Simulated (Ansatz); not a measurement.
# FeGe: experiment and calculation

**Experimental background.**

From “Annealing-induced long-range charge density wave order in magnetic kagome FeGe: fluctuations and disordered structure”, 2023, arxiv:2308.09034, for a bulk crystal of FeGe at 150 K: lattice constant a 4.9827 ± 0.0002 Å.

“Discovery of charge density wave in a correlated kagome lattice antiferromagnet”, 2022, arxiv:2203.11467 reports, for a bulk crystal of FeGe at 150 K: lattice constant c 4.04911 ± 0.0001 Å.

The runs below are set against these values where they give the same quantity.

Computed with DFT PBE, scalar-relativistic, plane waves, PAW in Ansatz.

Settings: cutoff 420 eV, Γ-centred mesh 9×9×10 on the computed 6-atom cell, Gaussian smearing of 0.10 eV; collinear spin from starting moments 1.59 1.59 1.59 0 0 0 μB.

Relaxed structure, symmetry kept:

```
Fe Ge
1.0
     4.95938    0.00000    0.00000
    -2.47969    4.29495    0.00000
     0.00000    0.00000    4.05164
Fe Ge
3 3
Cartesian
  2.4797 0.0000 0.0000
  1.2398 2.1475 0.0000
  -1.2398 2.1475 0.0000
  0.0000 0.0000 0.0000
  0.0000 2.8633 2.0258
  2.4797 1.4317 2.0258
```

```
Space group                                                       : P6/mmm (No. 191)
Volume per atom                                                   : 14.38 Å³
Formation energy from the elements' standard states (uncorrected) : -0.122 eV/atom
Kohn–Sham band gap                                                : none (metal)
Density of states at the Fermi level                              : 4.34 states/eV per cell
Löwdin character within 0.5 eV of the Fermi level                 : Fe 3d 82 %, Ge 4p 13 %
Bader charges (e)                                                 : Fe (3 in the cell) 0.02, Ge (1 in the cell) -0.01, Ge (2 in the cell) -0.03
Total moment                                                      : 4.10 μB per cell
Site moments (μB; atoms counted from 1 over the whole cell)       : Fe (atom 1) 1.45, Fe (atom 2) 1.45, Fe (atom 3) 1.45, Ge (atom 4) -0.07, Ge (atom 5) -0.04, Ge (atom 6) -0.04
```

Only parallel moments were tried here.

Only this magnetic start was tried.

Measured lattice constant a of FeGe: 4.9827 Å (150 K; the paper above). This calculation gives 4.959 Å (-0.5 %). 4 values of this kind are on record (4.9827 to 4.995 Å); this one was drawn at random among those near their median, those with a stated uncertainty first. Measured lattice constant c of FeGe: 4.04911 Å (150 K; the paper above). This calculation gives 4.052 Å (+0.1 %). 3 values of this kind are on record (4.04911 to 4.053 Å); this one was drawn at random among those near their median, those with a stated uncertainty first. 1 more, off the median of the measured values, is set aside. The calculation is for 0 K without zero-point motion.

Cost: 1 run of about 3.7 core-minutes, on Intel Xeon Platinum 8488C (Sapphire Rapids) (shared hosts).